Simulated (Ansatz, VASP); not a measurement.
This is a calculation of CuO for Ansatz 0.2.0.

File input.yaml:

```yaml
crystal:
  lattice:
    - [2.83632511, 0.0, 0.0]
    - [-1.41816255, 2.4563296, 0.0]
    - [0.0, 0.0, 2.76811278]
  atoms:
    - { symbol: Cu, position: [0.0, 0.0, 0.0] }
    - { symbol: O, position: [0.6666666667, 0.3333333333, 0.5] }
kpoints:
  mp_grid: { grid: [9, 9, 8] }
scf:
  occupations: { method: fermi_dirac, width: 0.05 }
hamiltonian:
  xc: pbesol
  pseudopotentials: { kind: all_electron, lapw: { basis_error: 0.002 } }
output:
  forces: true
  stress: true
relax:
  f_tol: 0.01
  max_steps: 60
  cell: {}
```

Potentials or basis: all-electron LAPW, scalar-relativistic.

Launch:

```console
$ ansatz run input.yaml --threads 1 --pin off --max-ram 3072MiB --backend cpu --events-out ev --progress --plain --runs-dir out
```

**Question.** Translate it to VASP 6.6.1. Potentials there: VASP PAW PBE potentials, release 64 (Cu, O).

**Answer.** As run (the cutoff follows the program's own potentials):

File INCAR:

```
PREC     = Accurate       # precision mode
ENCUT    = 600            # plane-wave cutoff, eV
EDIFF    = 1E-7           # SCF threshold, eV
ISMEAR   = -1             # smearing method
SIGMA    = 0.05           # smearing width, eV
LREAL    = False          # projectors in reciprocal space
LASPH    = True           # aspherical terms in the spheres
NELM     = 60             # most SCF steps
ALGO     = Normal         # electronic algorithm
ISIF     = 3              # what is computed and relaxed
LWAVE    = False          # write WAVECAR
LCHARG   = False          # write CHGCAR
GGA      = PS             # functional
IBRION   = 2              # ionic algorithm
NSW      = 80             # ionic steps
EDIFFG   = -0.01          # ionic threshold
```

Contents of KPOINTS:

```
Automatic mesh
0
Gamma
  9 9 8
```

POSCAR

```
CuO
1.0
    2.8363251100      0.0000000000      0.0000000000
   -1.4181625500      2.4563296000      0.0000000000
    0.0000000000      0.0000000000      2.7681127800
Cu O
1 1
Direct
    0.0000000000      0.0000000000      0.0000000000
    0.6666666667      0.3333333333      0.5000000000
```

Potentials or basis: VASP PAW PBE potentials, release 64 (Cu, O).

Command:

```console
$ cat potpaw_PBE.64/Cu/POTCAR potpaw_PBE.64/O/POTCAR > POTCAR
$ mpirun -np 1 vasp_std > vasp.out
```

Both were run:

|  | VASP | Ansatz | Ansatz less VASP |
| --- | --- | --- | --- |
| relaxed volume (Å³/atom) | 9.21 | 9.19 | -0.018 |
| relaxed cell length with the largest relative difference (Å) | 2.832 | 2.830 | -0.0019 |
| energy change over the relaxation (meV/atom) | -23 | -24 | -1.1 |

Ansatz ran all-electron here, so the differences hold the error of VASP's frozen core and of both bases.

Caveats: the run has no spin polarisation, though such a crystal can be magnetic; the PAW data sets were made with another functional, which shifts forces and pressure a little (VASP); an odd number of electrons without spin polarisation forces a metal (VASP); a magnetic or distorted state may lie lower (VASP); the k mesh is thin for a metal, which can move the energy by tens of meV per atom (Ansatz).
